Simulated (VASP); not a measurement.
Input and output of a VASP PBE single-point calculation on InP (zincblende)

INCAR

```
GGA = PE
LWAVE = .FALSE.
LCHARG = .FALSE.
IBRION = -1
EDIFF = 1E-7
LREAL = .FALSE.
ISIF = 2
PREC = Accurate
NELM = 120
ENCUT = 520
ISMEAR = -1
NSW = 0
SIGMA = 0.02
NBANDS = 16
LASPH = .TRUE.
```

KPOINTS

```
KPOINTS created by Atomic Simulation Environment
0
Gamma
8 8 8
0 0 0
```

KPOINTS_OPT

```
special points
6
Reciprocal
0.0000000000 0.0000000000 0.0000000000 1
-0.5000000000 -0.5000000000 0.0000000000 1
-0.3750000000 -0.3750000000 0.2500000000 1
-0.3750000000 0.0000000000 0.3750000000 1
0.0000000000 0.0000000000 0.5000000000 1
-0.5000000000 -0.2500000000 0.2500000000 1
```

POSCAR

```
In P
 1.0000000000000000
    -0.0000000000000000    2.9537876469139692    2.9537876469139692
     2.9537876469139692    0.0000000000000000    2.9537876469139692
     2.9537876469139692    2.9537876469139692    0.0000000000000000
 In  P
   1   1
Cartesian
  0.0000000000000000  0.0000000000000000  0.0000000000000000
  1.4768938234569844  1.4768938234569844  1.4768938234569844
```

VASP ran with the recommended PBE PAW datasets (18 valence electrons in the cell).

Command

```
mpirun -np 1 vasp_std
```

From OUTCAR

```
k-points           NKPTS =     29   k-points in BZ     NKDIM =     29   number of bands    NBANDS=     16

   NELECT =      18.0000    total number of electrons

   dimension x,y,z NGX =    32 NGY =   32 NGZ =   32
   dimension x,y,z NGXF=    64 NGYF=   64 NGZF=   64

  energy-cutoff  :      520.00
  volume of cell :       51.54
      direct lattice vectors                 reciprocal lattice vectors
     0.000000000  2.953787647  2.953787647    -0.169274186  0.169274186  0.169274186
     2.953787647  0.000000000  2.953787647     0.169274186 -0.169274186  0.169274186
     2.953787647  2.953787647  0.000000000     0.169274186  0.169274186 -0.169274186

 k-points in reciprocal lattice and weights: KPOINTS created by Atomic Simulation Env
   0.00000000  0.00000000  0.00000000       0.002
   0.12500000  0.00000000  0.00000000       0.016
   0.25000000  0.00000000  0.00000000       0.016
   0.37500000  0.00000000  0.00000000       0.016
   0.50000000  0.00000000  0.00000000       0.008
   0.12500000  0.12500000  0.00000000       0.012
   0.25000000  0.12500000  0.00000000       0.047
   0.37500000  0.12500000  0.00000000       0.047
   ...

 E-fermi :   5.2351

 k-point     1 :       0.0000    0.0000    0.0000
  band No.  band energies     occupation
      1      -9.2081      2.00000
      2      -9.2081      2.00000
      3      -9.2081      2.00000
      4      -9.0676      2.00000
      5      -9.0676      2.00000
      6      -6.4243      2.00000
      7       4.9330      2.00000
      8       4.9330      2.00000
      9       4.9330      2.00000
     10       5.5153      0.00000
     11       9.0246      0.00000
     12       9.0246      0.00000
     13       9.0246      0.00000
     14      13.4045      0.00000
     15      14.3441      0.00000
     16      14.3441      0.00000

 k-point     2 :       0.1250    0.0000    0.0000
  band No.  band energies     occupation
      1      -9.2252      2.00000
      2      -9.2012      2.00000
      3      -9.2012      2.00000
      4      -9.0675      2.00000
      5      -9.0675      2.00000
      6      -6.2526      2.00000
      7       3.3903      2.00000
      8       4.7545      2.00000
      9       4.7545      2.00000
     10       6.4931      0.00000
     11       9.1576      0.00000
     12       9.2936      0.00000
     13       9.2936      0.00000
     14      13.7209      0.00000
     15      13.7209      0.00000
     16      14.1792      0.00000

 k-point     3 :       0.2500    0.0000    0.0000
  band No.  band energies     occupation
      1      -9.2644      2.00000
      2      -9.1866      2.00000
      3      -9.1866      2.00000
      4      -9.0651      2.00000
      5      -9.0651      2.00000
      6      -5.7735      2.00000
      7       1.5384      2.00000
      8       4.3968      2.00000
      9       4.3968      2.00000
     10       6.6602      0.00000
     11       9.7097      0.00000
     12       9.7097      0.00000
     13      10.1874      0.00000
     14      13.4998      0.00000
     15      13.4998      0.00000
     16      14.0234      0.00000

 k-point     4 :       0.3750    0.0000    0.0000
  band No.  band energies     occupation
      1      -9.3015      2.00000
      2      -9.1755      2.00000
      3      -9.1755      2.00000
      4      -9.0589      2.00000
      5      -9.0589      2.00000
      6      -5.1362      2.00000
      7      -0.0010      2.00000
      8       4.1043      2.00000
      9       4.1043      2.00000
     10       6.4651      0.00000
     11       9.7840      0.00000
     12       9.7840      0.00000
     13      11.5216      0.00000
     14      13.8070      0.00000
     15      14.4073      0.00000
     16      14.4073      0.00000

 k-point     5 :       0.5000    0.0000    0.0000
  band No.  band energies     occupation
      1      -9.3163      2.00000
      2      -9.1722      2.00000
      3      -9.1722      2.00000
      4      -9.0551      2.00000
      5      -9.0551      2.00000
      6      -4.7773      2.00000
      7      -0.6720      2.00000
      8       3.9960      2.00000
      9       3.9960      2.00000
     10       6.3757      0.00000
     11       9.7410      0.00000
     12       9.7410      0.00000
     13      11.9858      0.00000
     14      14.3044      0.00000
     15      15.5187      0.00000
     16      15.5187      0.00000

 k-point     6 :       0.1250    0.1250    0.0000
  band No.  band energies     occupation
      1      -9.2379      2.00000
      2      -9.1945      2.00000
      3      -9.1945      2.00000
      4      -9.0731      2.00000
      5      -9.0629      2.00000
      6      -6.1958      2.00000
      7       3.3701      2.00000
      8       4.4383      2.00000
      9       4.4383      2.00000
     10       7.0137      0.00000
     11       8.3965      0.00000
     12       9.7332      0.00000
     13       9.7332      0.00000
     14      12.7353      0.00000
     15      14.4865      0.00000
     16      14.5787      0.00000

 k-point     7 :       0.2500    0.1250    0.0000
  band No.  band energies     occupation
      1      -9.2699      2.00000
      2      -9.1819      2.00000
      3      -9.1790      2.00000
      4      -9.0769      2.00000
      5      -9.0582      2.00000
      6      -5.8186      2.00000
      7       1.9851      2.00000
      8       4.0330      2.00000
      9       4.0458      2.00000
     10       7.4623      0.00000
     11       8.4940      0.00000
     12      10.2699      0.00000
     13      10.3238      0.00000
     14      12.4514      0.00000
     15      14.3712      0.00000
     16      15.2564      0.00000

 k-point     8 :       0.3750    0.1250    0.0000
  band No.  band energies     occupation
      1      -9.3022      2.00000
      2      -9.1724      2.00000
      3      -9.1664      2.00000
      4      -9.0737      2.00000
      5      -9.0535      2.00000
      6      -5.2196      2.00000
      7       0.4517      2.00000
      8       3.5621      2.00000
      9       3.7723      2.00000
     10       7.3231      0.00000
     11       9.2021      0.00000
     12      10.4611      0.00000
     13      10.7146      0.00000
     14      13.4937      0.00000
     15      14.8820      0.00000
     16      14.9595      0.00000

 k-point     9 :       0.5000    0.1250    0.0000
  band No.  band energies     occupation
      1      -9.3199      2.00000
      2      -9.1685      2.00000
      3      -9.1623      2.00000
      4      -9.0647      2.00000
      5      -9.0534      2.00000
      6      -4.7123      2.00000
      7      -0.5226      2.00000
      8       3.1965      2.00000
      9       3.7507      2.00000
     10       7.2034      0.00000
     11       9.3553      0.00000
     12      10.2595      0.00000
     13      11.8648      0.00000
     14      14.1410      0.00000
     15      15.4725      0.00000
     16      15.5462      0.00000

 k-point    10 :      -0.3750    0.1250    0.0000
  band No.  band energies     occupation
      1      -9.3139      2.00000
      2      -9.1691      2.00000
      3      -9.1659      2.00000
      4      -9.0614      2.00000
      5      -9.0588      2.00000
      6      -4.8382      2.00000
      7      -0.2973      2.00000
      8       3.0785      2.00000
      9       3.9696      2.00000
     10       7.2360      0.00000
     11       9.5297      0.00000
     12      10.0734      0.00000
     13      11.6892      0.00000
     14      14.0655      0.00000
     15      14.5116      0.00000
     16      15.8466      0.00000

 k-point    11 :      -0.2500    0.1250    0.0000
  band No.  band energies     occupation
      1      -9.2867      2.00000
      2      -9.1776      2.00000
      3      -9.1747      2.00000
      4      -9.0700      2.00000
      5      -9.0595      2.00000
      6      -5.4341      2.00000
      7       0.9313      2.00000
      8       3.2788      2.00000
      9       4.3499      2.00000
     10       7.3658      0.00000
     11       9.6898      0.00000
     12       9.8540      0.00000
     13      10.4120      0.00000
     14      12.9167      0.00000
     15      14.5467      0.00000
     16      15.2162      0.00000

 k-point    12 :      -0.1250    0.1250    0.0000
  band No.  band energies     occupation
      1      -9.2509      2.00000
      2      -9.1934      2.00000
      3      -9.1870      2.00000
      4      -9.0714      2.00000
      5      -9.0630      2.00000
      6      -5.9777      2.00000
      7       2.4004      2.00000
      8       3.8983      2.00000
      9       4.7048      2.00000
     10       7.1689      0.00000
     11       9.0757      0.00000
     12       9.4349      0.00000
     13      10.0757      0.00000
     14      12.8892      0.00000
     15      13.8134      0.00000
     16      15.1468      0.00000

 ...

  Total        0.5157336      0.5157336      0.5157336     -0.0000000      0.0000000     -0.0000000
  in kB       16.0312788     16.0312788     16.0312788     -0.0000000      0.0000000     -0.0000000
  external PRESSURE =      16.0312788 kB  Pullay stress =       0.0000000 kB

 POSITION                                       TOTAL-FORCE (eV/Angst)
 -----------------------------------------------------------------------------------
      0.00000      0.00000      0.00000         0.000000      0.000000      0.000000
      1.47689      1.47689      1.47689        -0.000000     -0.000000     -0.000000
 -----------------------------------------------------------------------------------
    total drift:                               -0.000000     -0.000000     -0.000000

  FREE ENERGIE OF THE ION-ELECTRON SYSTEM (eV)
  ---------------------------------------------------
  free  energy   TOTEN  =        -8.3993927648 eV

  energy  without entropy=       -8.3993927628  energy(sigma->0) =       -8.39939276
```

* gap between bands v and c: 0.58 eV
* least direct gap: 0.58 eV
* pressure: 1.6 GPa

Band v is the last that the valence electrons fill when counted band by band, and c is the next.

The run took about 36 s on one core of a shared host (Intel Xeon Platinum 8488C) and held 0.19 GiB at most.
